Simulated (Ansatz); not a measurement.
# SnO2 monolayer (2H): a soft mode frozen in, part 2 of 3

Which phase does SnO2 monolayer (2H) fall into along its unstable mode, and how much energy does it gain?

Ansatz 0.2.0; DFT PBE, scalar-relativistic, plane waves, PAW.

So far, highest frequency on the path or at a solved wavevector (cm⁻¹): step 2 (response at finite wavevector) 619. Also lowest frequency on the path (cm⁻¹): step 2 -74.8.

**6. Relaxation from the frozen mode**

Starting from the lowest point found, all atoms and the cell are let go, so that strain and other modes of the same symmetry can join in.

input.yaml reads:

```yaml
crystal:
  lattice:
    - [3.1019443762, 0.0, 0.0]
    - [-1.5509721881, 2.6863626309, 0.0]
    - [0.0, 0.0, 28.7]
  atoms:
    - { symbol: Sn, position: [0.3333333333, 0.6666666667, 0.3484320557] }
    - { symbol: O, position: [0.6815566892, 0.3631133783, 0.3913020119] }
    - { symbol: O, position: [0.6517766442, 0.3035532883, 0.3055620995] }
  periodic: [true, true, false]
kpoints:
  mp_grid: { grid: [12, 12, 1] }
hamiltonian:
  xc: pbe
scf:
  occupations: { method: fixed }
output:
  forces: true
  stress: true
  eigenvalues: true
relax:
  adjacent_minimum: "off"
  f_tol: 0.002
  max_steps: 120
  cell: { stress_2d_tol: 0.005 }
```

Command:

```console
> ansatz run input.yaml --threads 4 --pin off --max-ram 14336MiB --backend cpu --events-out ev --progress --plain --runs-dir out
```

Numbers of over 12 decimals in the logs are rounded to 6 here.

The program printed:

```text
[...]
Crystal: 3 atoms, lattice volume = 239.156 Å³
Basis set: ecut = 420 eV, 4631 PW (Γ), exchange–correlation on 48×48×384 points (8 copies of the dense FFT grid, shifted against one another)
Bands: 17, of which v1, the nominal top of the filled ones, is band 13 counted from 1 (12 counted from 0)
Symmetry: 2 space group operations
[...]
k-points: 43 of 144 (time reversal used)
[...]
SCF iter   1: F=—  HF=-7157.064378 eV  |F-HF|=—  |Δ(HF+E_count)|=         —  Δρ=2.44e-3  dr2=1.02e-2  ethr=1.77e-3  ⟨swp⟩=7.6  Hψ=4689  notcnv=0  defer=86
[...]
SCF iter  12: F=-7157.061925 eV  HF=-7157.061925 eV  |F-HF|=2.18e-11  |Δ(HF+E_count)|=  7.64e-11  Δρ=1.08e-7  dr2=3.89e-11  ethr=1.00e-12  ⟨swp⟩=2.8  Hψ=2848  notcnv=0
SCF 1 converged in 12 iterations: F = -7157.061925 eV  dr2 = 3.89e-11
[...]
relax step   1: F+E_penalty+E_count = -7157.06192450 eV  Δ(F+E_penalty+E_count) = +0.000e0 eV  max|allowed force component| = 1.031e-1 eV/Å  Δτ_max = 0.0000 Å  P = +0.311 N/m  Ω = 239.156 Å³  fix = [c, alpha, beta]  reactions: c +0.000 N/m; alpha +0.000 N/m/rad  (12 SCF iters, dr2 threshold 1.00e-7 eV, accepted)
Crystal: 3 atoms, lattice volume = 240.333 Å³
Basis set: ecut = 420 eV, 4635 PW (Γ), exchange–correlation on 48×48×384 points (8 copies of the dense FFT grid, shifted against one another)
[...]
iter 1 solved again at ethr=5.84e-7 eV; its pass at ethr=3.10e-3 eV (dr2=1.52e-4 eV) is discarded
[...]
SCF iter   6: F=-7157.061333 eV  HF=-7157.061333 eV  |F-HF|=6.41e-9  |Δ(HF+E_count)|=   5.69e-8  Δρ=4.40e-6  dr2=1.48e-8  ethr=1.15e-9  ⟨swp⟩=17.2  Hψ=6522  notcnv=0
SCF 2 converged in 6 iterations: F = -7157.061333 eV  dr2 = 1.48e-8
relax step   2: F+E_penalty+E_count = -7157.06133267 eV  Δ(F+E_penalty+E_count) = +5.918e-4 eV  max|allowed force component| = 7.698e-2 eV/Å  Δτ_max = 0.0053 Å  P = -0.142 N/m  Ω = 240.333 Å³  energy of the carried Pulay correction = -9.739e-4 eV  fix = [c, alpha, beta]  reactions: c -0.000 N/m; alpha -0.000 N/m/rad  (6 SCF iters, dr2 threshold 3.00e-7 eV, accepted)
Crystal: 3 atoms, lattice volume = 240.170 Å³
Basis set: ecut = 420 eV, 4643 PW (Γ), exchange–correlation on 48×48×384 points (8 copies of the dense FFT grid, shifted against one another)
[...]
SCF iter   6: F=-7157.062109 eV  HF=-7157.062109 eV  |F-HF|=1.52e-8  |Δ(HF+E_count)|=   2.20e-7  Δρ=5.71e-6  dr2=4.97e-8  ethr=1.15e-9  ⟨swp⟩=17.4  Hψ=6793  notcnv=0
SCF 3 converged in 6 iterations: F = -7157.062109 eV  dr2 = 4.97e-8
relax step   3: F+E_penalty+E_count = -7157.06210911 eV  Δ(F+E_penalty+E_count) = -7.764e-4 eV  max|allowed force component| = 4.405e-2 eV/Å  Δτ_max = 0.0050 Å  P = -0.104 N/m  Ω = 240.170 Å³  energy of the carried Pulay correction = -8.394e-4 eV  fix = [c, alpha, beta]  reactions: c -0.000 N/m; alpha +0.000 N/m/rad  (6 SCF iters, dr2 threshold 3.00e-7 eV, accepted)
[... from here on, the SCF cycles and remarks between the steps are left out ...]
relax step   4: F+E_penalty+E_count = -7157.06379063 eV  Δ(F+E_penalty+E_count) = -1.682e-3 eV  max|allowed force component| = 7.128e-2 eV/Å  Δτ_max = 0.0261 Å  P = +0.189 N/m  Ω = 239.982 Å³  energy of the carried Pulay correction = -6.840e-4 eV  fix = [c, alpha, beta]  reactions: c +0.000 N/m; alpha -0.000 N/m/rad  (9 SCF iters, dr2 threshold 1.21e-7 eV, accepted)
relax step   5: F+E_penalty+E_count = -7157.09088866 eV  Δ(F+E_penalty+E_count) = -2.710e-2 eV  max|allowed force component| = 2.313e-1 eV/Å  Δτ_max = 0.1705 Å  P = +2.237 N/m  Ω = 240.591 Å³  energy of the carried Pulay correction = -1.187e-3 eV  fix = [c, alpha, beta]  reactions: c +0.000 N/m; alpha -0.000 N/m/rad  (11 SCF iters, dr2 threshold 3.00e-7 eV, accepted)
relax step   6: F+E_penalty+E_count = -7157.19590070 eV  Δ(F+E_penalty+E_count) = -1.050e-1 eV  max|allowed force component| = 9.251e-1 eV/Å  Δτ_max = 0.1953 Å  P = +3.633 N/m  Ω = 244.997 Å³  energy of the carried Pulay correction = -4.787e-3 eV  fix = [c, alpha, beta]  reactions: c +0.000 N/m; alpha -0.000 N/m/rad  (11 SCF iters, dr2 threshold 3.00e-7 eV, accepted)
relax step   7: F+E_penalty+E_count = -7157.40246724 eV  Δ(F+E_penalty+E_count) = -2.066e-1 eV  max|allowed force component| = 1.629e0 eV/Å  Δτ_max = 0.1962 Å  P = +3.002 N/m  Ω = 251.709 Å³  energy of the carried Pulay correction = -1.015e-2 eV  fix = [c, alpha, beta]  reactions: c +0.000 N/m; alpha +0.000 N/m/rad  (9 SCF iters, dr2 threshold 3.00e-7 eV, accepted)
relax step   8: F+E_penalty+E_count = -7157.65620028 eV  Δ(F+E_penalty+E_count) = -2.537e-1 eV  max|allowed force component| = 1.880e0 eV/Å  Δτ_max = 0.1959 Å  P = +0.715 N/m  Ω = 258.042 Å³  energy of the carried Pulay correction = -1.507e-2 eV  fix = [c, alpha, beta]  reactions: c +0.000 N/m; alpha -0.000 N/m/rad  (9 SCF iters, dr2 threshold 3.00e-7 eV, accepted)
relax step   9: F+E_penalty+E_count = -7158.08708123 eV  Δ(F+E_penalty+E_count) = -4.309e-1 eV  max|allowed force component| = 1.532e0 eV/Å  Δτ_max = 0.1978 Å  P = -3.556 N/m  Ω = 264.978 Å³  energy of the carried Pulay correction = -2.033e-2 eV  fix = [c, alpha, beta]  reactions: c -0.000 N/m; alpha +0.000 N/m/rad  (9 SCF iters, dr2 threshold 3.00e-7 eV, accepted)
relax step  10: F+E_penalty+E_count = -7158.48190844 eV  Δ(F+E_penalty+E_count) = -3.948e-1 eV  max|allowed force component| = 4.386e-1 eV/Å  Δτ_max = 0.1641 Å  P = -0.115 N/m  Ω = 255.712 Å³  energy of the carried Pulay correction = -1.328e-2 eV  fix = [c, alpha, beta]  reactions: c +0.000 N/m; alpha +0.000 N/m/rad  (9 SCF iters, dr2 threshold 3.00e-7 eV, accepted)
relax step  11: F+E_penalty+E_count = -7158.49801944 eV  Δ(F+E_penalty+E_count) = -1.611e-2 eV  max|allowed force component| = 3.507e-2 eV/Å  Δτ_max = 0.0319 Å  P = -0.115 N/m  Ω = 257.723 Å³  energy of the carried Pulay correction = -1.483e-2 eV  fix = [c, alpha, beta]  reactions: c -0.000 N/m; alpha +0.000 N/m/rad  (8 SCF iters, dr2 threshold 3.00e-7 eV, accepted)
relax step  12: F+E_penalty+E_count = -7158.49817600 eV  Δ(F+E_penalty+E_count) = -1.566e-4 eV  max|allowed force component| = 1.388e-3 eV/Å  Δτ_max = 0.0022 Å  P = -0.016 N/m  Ω = 257.656 Å³  energy of the carried Pulay correction = -1.478e-2 eV  fix = [c, alpha, beta]  reactions: c -0.000 N/m; alpha +0.000 N/m/rad  (6 SCF iters, dr2 threshold 7.69e-8 eV, accepted)
relax step  13: F+E_penalty+E_count = -7158.49820190 eV  Δ(F+E_penalty+E_count) = -2.590e-5 eV  max|allowed force component| = 9.798e-5 eV/Å  Δτ_max = 0.0001 Å  P = -0.001 N/m  Ω = 257.623 Å³  energy of the carried Pulay correction = -1.475e-2 eV  fix = [c, alpha, beta]  reactions: c -0.000 N/m; alpha +0.000 N/m/rad  (6 SCF iters, dr2 threshold 5.14e-10 eV, accepted)
relax step  14: F+E_penalty+E_count = -7158.52084912 eV  Δ(F+E_penalty+E_count) = -2.265e-2 eV  max|allowed force component| = 1.533e-3 eV/Å  Δτ_max = 0.0000 Å  P = +0.417 N/m  Ω = 257.623 Å³  fix = [c, alpha, beta]  reactions: c +0.000 N/m; alpha -0.000 N/m/rad  stress off target by 4.17e-1 N/m on what of the cell is left free  SCF on the basis re-selected at this cell (its energy is not comparable with the rows above)  (10 SCF iters)
relax step  15: F+E_penalty+E_count = -7158.52050302 eV  Δ(F+E_penalty+E_count) = +3.461e-4 eV  max|allowed force component| = 8.254e-4 eV/Å  Δτ_max = 0.0032 Å  P = +0.024 N/m  Ω = 258.792 Å³  energy of the carried Pulay correction = -8.979e-4 eV  fix = [c, alpha, beta]  reactions: c +0.000 N/m; alpha -0.000 N/m/rad  (5 SCF iters, dr2 threshold 2.80e-7 eV, accepted)
relax step  16: F+E_penalty+E_count = -7158.52045338 eV  Δ(F+E_penalty+E_count) = +4.963e-5 eV  max|allowed force component| = 2.180e-4 eV/Å  Δτ_max = 0.0001 Å  P = -0.000 N/m  Ω = 258.859 Å³  energy of the carried Pulay correction = -9.493e-4 eV  fix = [c, alpha, beta]  reactions: c -0.000 N/m; alpha +0.000 N/m/rad  (6 SCF iters, dr2 threshold 9.18e-10 eV, accepted)
relax step  17: F+E_penalty+E_count = -7158.52138662 eV  Δ(F+E_penalty+E_count) = -9.332e-4 eV  max|allowed force component| = 2.044e-4 eV/Å  Δτ_max = 0.0000 Å  P = +0.018 N/m  Ω = 258.859 Å³  fix = [c, alpha, beta]  reactions: c +0.000 N/m; alpha -0.000 N/m/rad  stress off target by 1.76e-2 N/m on what of the cell is left free  SCF on the basis re-selected at this cell (its energy is not comparable with the rows above)  (9 SCF iters)
relax step  18: F+E_penalty+E_count = -7158.52134773 eV  Δ(F+E_penalty+E_count) = +3.889e-5 eV  max|allowed force component| = 3.973e-5 eV/Å  Δτ_max = 0.0002 Å  P = +0.001 N/m  Ω = 258.911 Å³  energy of the carried Pulay correction = -3.996e-5 eV  fix = [c, alpha, beta]  reactions: c +0.000 N/m; alpha -0.000 N/m/rad  (6 SCF iters, dr2 threshold 5.01e-10 eV, accepted)
[...]
SCF iter   1: F=—  HF=-7158.521359 eV  |F-HF|=—  |Δ(HF+E_count)|=         —  Δρ=7.99e-7  dr2=9.61e-10  ethr=1.10e-7  ⟨swp⟩=7.0  Hψ=8237  notcnv=0  defer=86
eigensolver tolerance schedule: the retry pair's looser diagonalisation over-reported the residual by 29794.78 of it (diagonalisation noise at an unbounded share of the residual, at the tolerance the schedule requests for it); recorded, not acted on — ethr = c·dr2/N_el stays at c = 1.0e-1
[...]
SCF iter   2: F=—  HF=-7158.521372 eV  |F-HF|=—  |Δ(HF+E_count)|=   1.31e-5  Δρ=7.73e-7  dr2=2.13e-9  ethr=3.70e-12  ⟨swp⟩=7.5  Hψ=3373  notcnv=0  defer=86
[...]
SCF iter   8: F=-7158.521372 eV  HF=-7158.521372 eV  |F-HF|=1.73e-11  |Δ(HF+E_count)|=  7.28e-12  Δρ=4.75e-9  dr2=5.37e-14  ethr=1.00e-12  ⟨swp⟩=24.1  Hψ=7011  notcnv=0
SCF 19 converged in 8 iterations: F = -7158.521372 eV  dr2 = 5.37e-14
relax step  19: F+E_penalty+E_count = -7158.52137215 eV  Δ(F+E_penalty+E_count) = -2.442e-5 eV  max|allowed force component| = 4.273e-5 eV/Å  Δτ_max = 0.0000 Å  P = +0.001 N/m  Ω = 258.911 Å³  fix = [c, alpha, beta]  reactions: c +0.000 N/m; alpha -0.000 N/m/rad  stress off target by 1.35e-3 N/m on what of the cell is left free  SCF on the basis re-selected at this cell (its energy is not comparable with the rows above)  (8 SCF iters)
[...]
SCF converged after 8 iterations
Free energy (F): -7158.521372 eV
[...]
Internal energy: -7158.521372 eV  (E = F + TS)
E sigma→0 (E₀):  -7158.521372 eV
Fermi energy:    -8.318885 eV
[...]
--- Forces (eV/Å), atoms counted from 1 ---
  atom   1  Sn    -0.00000000    -0.00000830    -0.00004275
  atom   2  O     -0.00000000     0.00000220     0.00000158
  atom   3  O      0.00000000     0.00000610     0.00004111
  max |Σ_I F_I| component: 6.13e-8 eV/Å
--- 2D stress c σ (N/m, compression-positive) ---
        0.001353       0.000000      -0.000000
        0.000000       0.001350       0.000000
       -0.000000       0.000000       0.000000
  P = ½ c Tr σ = 0.0014 N/m
--- Band table (eV; the first three rows and the last of 43) ---
  k-point 0: bands = [... 9 lower, -9.4747, -9.0394, -9.0394, -8.8763, -5.7053, -2.5648, -0.2260, -0.2141]
  k-point 1: bands = [... 9 lower, -9.6670, -9.2611, -8.9461, -8.6733, -5.3590, -2.3170, -0.1226, -0.0758]
  k-point 2: bands = [... 9 lower, -10.0459, -9.4670, -8.8300, -8.5450, -4.5768, -1.7379, 0.1481, 0.3403]
  k-point 42: bands = [... 9 lower, -11.3945, -10.2058, -8.7563, -8.3189, -2.4238, 0.6906, 0.9577, 3.0105]
--- Relaxed structure (16 steps of the walk, 16 accepted, 3 SCFs on fresh bases) ---
  F+E_penalty+E_count = -7158.52137215 eV   max|allowed force component| = 4.273e-5 eV/Å   (the final SCF, on the basis selected at the relaxed cell)
  cell:  # Å, volume = 258.9107 Å³
    - [3.227518, 0.0, 0]
    - [-1.613759, 2.795113, 0]
    - [0, 0, 28.7]
  atoms:
    - { symbol: Sn, position: [0.222222, 0.444445, 0.348432] }
    - { symbol: O, position: [0.888889, 0.777778, 0.383682] }
    - { symbol: O, position: [0.555555, 0.111111, 0.313182] }
```

Wall time 1.9 min (4 threads of Arm Neoverse V1, shared host); peak memory 0.61 GiB; 7.6 min of CPU time.

The steps of the relaxation:

| step | energy less that of the first step (eV) | largest force component (eV/Å) | volume (Å³) |
| --- | --- | --- | --- |
| 1 | 0.0000 | 0.1031 | 239.16 |
| 2 | 0.0006 | 0.0770 | 240.33 |
| 3 | -0.0002 | 0.0441 | 240.17 |
| 4 | -0.0019 | 0.0713 | 239.98 |
| 5 | -0.0290 | 0.2313 | 240.59 |
| 6 | -0.1340 | 0.9251 | 245.00 |
| 7 | -0.3405 | 1.6291 | 251.71 |
| 8 | -0.5943 | 1.8800 | 258.04 |
| 9 | -1.0252 | 1.5322 | 264.98 |
| 10 | -1.4200 | 0.4386 | 255.71 |
| 11 | -1.4361 | 0.0351 | 257.72 |
| 12 | -1.4363 | 0.0014 | 257.66 |
| 13 | -1.4363 | 0.0001 | 257.62 |
| 14* | -1.4589 | 0.0015 | 257.62 |
| 15 | -1.4586 | 0.0008 | 258.79 |
| 16 | -1.4585 | 0.0002 | 258.86 |
| 17* | -1.4595 | 0.0002 | 258.86 |
| 18 | -1.4594 | 0.0000 | 258.91 |
| 19* | -1.4594 | 0.0000 | 258.91 |

Relaxation steps marked * repeat the geometry before them on a plane-wave basis chosen anew for their cell, so energy and pressure can jump there.

Forces are held to the 2 operations that the run works with; a distortion that breaks them can't arise in this run.

| cell as run | before | after | change |
| --- | --- | --- | --- |
| a (Å) | 3.102 | 3.228 | +4.0 % |
| b (Å) | 3.102 | 3.228 | +4.0 % |

The atoms that moved most (Å, along periodic axes as changes of fractional coordinates times the final cell, across vacuum about the mean position):

| atom | dx | dy | dz | length |
| --- | --- | --- | --- | --- |
| O2 | 0.000 | 1.159 | -0.219 | 1.179 |
| Sn1 | 0.000 | -0.621 | 0.000 | 0.621 |
| O3 | 0.000 | -0.538 | 0.219 | 0.581 |

The relaxed structure:

```xyz
3
Lattice="3.2275 0.0000 0.0000 -1.6138 2.7951 0.0000 0.0000 0.0000 28.7000" Properties=species:S:1:pos:R:3
Sn    0.0000    1.2423   10.0000
O     1.6138    2.1740   11.0117
O     1.6138    0.3106    8.9883
```

This step gave:

```yaml
gap_on_the_k_mesh: 2.614 eV
area_per_atom: 3.007 Å²
```

The distorted start has space group Cm; the relaxation ends in P-3m1.

**7. The new phase in its own primitive cell**

The relaxed structure is symmetrised, reduced to its primitive cell and relaxed tightly, as its phonons need.

input.yaml reads:

```yaml
crystal:
  lattice:
    - [3.2275183717, 0.0, 0.0]
    - [-1.6137591859, 2.7951129891, 0.0]
    - [0.0, 0.0, 28.7]
  atoms:
    - { symbol: Sn, position: [0.2222222962, 0.4444445924, 0.3484320947] }
    - { symbol: O, position: [0.8888888839, 0.7777777678, 0.3836822174] }
    - { symbol: O, position: [0.5555554866, 0.1111109731, 0.313181855] }
  periodic: [true, true, false]
kpoints:
  mp_grid: { grid: [9, 9, 1] }
hamiltonian:
  xc: pbe
scf:
  occupations: { method: fixed }
output:
  forces: true
  stress: true
  eigenvalues: true
relax:
  adjacent_minimum: "off"
  f_tol: 0.001
  max_steps: 60
  cell: { stress_2d_tol: 0.002 }
```

The program printed:

```text
[...]
--- Relaxed structure (1 steps of the walk, 1 accepted, 1 SCFs on fresh bases) ---
[...]
cell:  # Å, volume = 258.9107 Å³
    - [3.227518, 2.8867492534667533e-11, 0.0]
    - [-1.613759, 2.795113, 0.0]
    - [0.0, 0.0, 28.7]
  atoms:
    - { symbol: Sn, position: [0.222222, 0.444444, 0.348432] }
    - { symbol: O, position: [0.888889, 0.777778, 0.383682] }
    - { symbol: O, position: [0.555556, 0.1111111111, 0.313182] }
[key lines of the parts left out:]
SCF converged after 10 iterations
Free energy (F): -7158.521395 eV
Fermi energy:    -8.325069 eV
P = ½ c Tr σ = 0.0017 N/m
```

The job ended after 3.2 s (4 threads; peak memory 0.54 GiB).

Little changed from the start: no atom moved by 0.005 Å and no cell edge by 0.1 %.

This step gave:

```
gap on the k-mesh  : 2.620 eV
direct gap on mesh : 3.171 eV
```

The largest force component left is 0.074 meV/Å, within the tolerances set.

(Part 2 of 3 ends here.)

[Logs are printed without paths, hosts, clocks, repeated set-up lines and the standing remarks that a program may print on its own settings, such as how far it seeks lower states.]

[Hosts, paths, dates, database ids (printed as entryN), source tags and the programs' standing remarks are cut or masked in the printed files.]
